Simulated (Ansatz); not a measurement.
Sb: phonons with PBEsol

Crystal: Sb.

```
Sb
1.0
    -1.87134    1.87134    1.87134
     1.87134   -1.87134    1.87134
     1.87134    1.87134   -1.87134
Sb
1
Direct
  0.00000 0.00000 0.00000
```

This isn't the form of Sb at room conditions, which is rhombohedral.

```
Program                             : Ansatz 0.2.0
Task                                : phonons
Functional                          : PBEsol
Potentials or basis                 : Ansatz PAW
Cutoff                              : 420 eV (not typed: the program's choice for these potentials)
k mesh                              : 8 × 8 × 8
Occupations                         : fermi-dirac, width 0.05 eV
Spin                                : no spin polarisation
q mesh                              : 4 × 4 × 4
Path                                : [["G", "H", "N", "G", "P", "H"], ["P", "N"]]
Points for each segment of the path : 8
```

The band gap on the k mesh is none (metal or under the smearing width) and the highest phonon frequency is 89 cm⁻¹. The most unstable mode is 38i cm⁻¹.

Levels at points of the mesh, in eV from the Fermi level:
| k point | band 4 | band 5 | band 6 | band 7 | band 8 | band 9 | band 10 | band 11 | band 12 |
| --- | --- | --- | --- | --- | --- | --- | --- | --- | --- |
| (0.00, 0.00, 0.00) | -29.01 | -29.01 | -12.97 | 5.78 | 5.78 | 5.78 | 11.50 | 11.50 | 11.50 |
| (0.00, 0.00, -0.50) | -29.01 | -28.96 | -8.77 | -5.66 | 1.84 | 3.91 | 6.69 | 7.26 | 13.90 |
| (-0.50, -0.50, -0.50) | -28.97 | -28.97 | -5.41 | -1.96 | -1.96 | -1.96 | 3.02 | 3.02 | 17.41 |

Phonon frequencies in cm⁻¹ (negative: imaginary):
| q point | frequencies |
| --- | --- |
| (0.000, 0.000, 0.000) | 0 0 0 |
| (0.000, 0.000, 0.250) | 21 32 89 |
| (0.000, 0.000, -0.500) | -38 31 52 |
| (0.000, 0.250, 0.250) | 27 69 81 |
| (0.250, 0.250, 0.250) | 72 72 72 |
| (0.250, 0.250, -0.250) | -35 -35 87 |
| (0.250, -0.500, -0.500) | -25 -13 49 |
| (-0.500, -0.500, -0.500) | 50 50 50 |

It took 16 s on 2 threads of Intel(R) Xeon(R) 6975P-C (Granite Rapids) (shared host), peak memory 0.73 GiB.

Caveat: some modes are imaginary; some levels weren't fully converged. The run has no spin-orbit coupling, so splittings on Sb are missing.
